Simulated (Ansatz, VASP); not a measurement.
# Two plane-wave programs on CuAu

INCAR

```
SYSTEM = CuAu
ALGO = Fast ; EDIFF = 1E-6
ENCUT = 520 ; GGA = PE
ISIF = 2 ; ISMEAR = 0
LASPH = .TRUE. ; LCHARG = .FALSE.
LREAL = .FALSE. ; LWAVE = .FALSE.
NBANDS = 18 ; NELM = 100
PREC = Accurate ; SIGMA = 0.15
```

Contents of KPOINTS:

```
k-points
0
G
  18 18 14
  0 0 0
```

Contents of POSCAR:

```
CuAu
1.0
    2.8789144236      0.0000000000      0.0000000000
    0.0000000000      2.8789144236      0.0000000000
    0.0000000000      0.0000000000      3.4715595213
Cu Au
1 1
Direct
    0.5000000000      0.5000000000      0.5000000000
    0.0000000000      0.0000000000      0.0000000000
```

Input for Ansatz:

```yaml
crystal:
  lattice:
    - [2.8789144236, 0.0, 0.0]
    - [0.0, 2.8789144236, 0.0]
    - [0.0, 0.0, 3.4715595213]
  atoms:
    - { symbol: Cu, position: [0.5, 0.5, 0.5] }
    - { symbol: Au, position: [0.0, 0.0, 0.0] }
basis:
  ecutwfc: 420
kpoints:
  mp_grid: { grid: [18, 18, 14] }
hamiltonian:
  xc: pbe
scf:
  occupations: { method: gaussian, width: 0.15 }
output:
  forces: true
  stress: true
  eigenvalues: true
```

Alike in both runs: task single point; functional PBE; k mesh 18 × 18 × 14; occupations gaussian, width 0.15 eV; no spin polarisation.

```csv
,VASP,Ansatz
version,VASP 6.6.1,Ansatz 0.2.0
potentials or method,"VASP PAW PBE potentials, release 64 (Cu, Au)","scalar-relativistic, plane waves, PAW"
plane-wave cutoff (eV),520,420
valence electrons in the cell,22,38
```

```csv
,VASP,Ansatz,Ansatz less VASP
gap on the k mesh at the Fermi level (eV),none,none,-
pressure (GPa),6.7,6.5,-0.16
largest component of the traceless stress (GPa),0.53,0.50,-0.033
```

A gap of «none» marks a metal or a gap that the smearing closes. The two sets of potentials don't hold the same shells in valence.

Spin-orbit coupling is left out, which matters for the levels of Au.
